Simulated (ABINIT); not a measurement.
The system is Pb.

```
Pb
1.0
     0.00000    2.47502    2.47502
     2.47502    0.00000    2.47502
     2.47502    2.47502    0.00000
Pb
1
Direct
  0.00000 0.00000 0.00000
```

| Item | Value |
| --- | --- |
| Program | ABINIT 10.8.3 (patched build) |
| Task | single point |
| Functional | PBEsol |
| Potentials or basis | PseudoDojo NC SR PBEsol v0.4.1 standard |
| Cutoff | 762 eV |
| k mesh | 9 × 9 × 9 |
| Occupations | fermi-dirac, width 0.05 eV |
| Spin | no spin polarisation |

On this cell: pressure -0.6 GPa; band gap on the k mesh none (metal or under the smearing width).

The same run follows on a disturbed copy (cell strained at random at fixed volume):

```
Pb
1.0
    -0.00696    2.46968    2.44843
     2.44759   -0.02698    2.46845
     2.45382    2.49594   -0.03322
Pb
1
Direct
  0.98764 0.00709 0.01656
```

Problem. What does the disturbed cell give?

Solution. The energy (extrapolated to zero smearing) moves by +1.9 meV/atom; pressure -0.6 GPa; band gap on the k mesh none (metal or under the smearing width).

Stress tensor (GPa, compression positive):
```
-0.37 -0.01  0.17
-0.01 -0.74  0.73
 0.17  0.73 -0.57
```
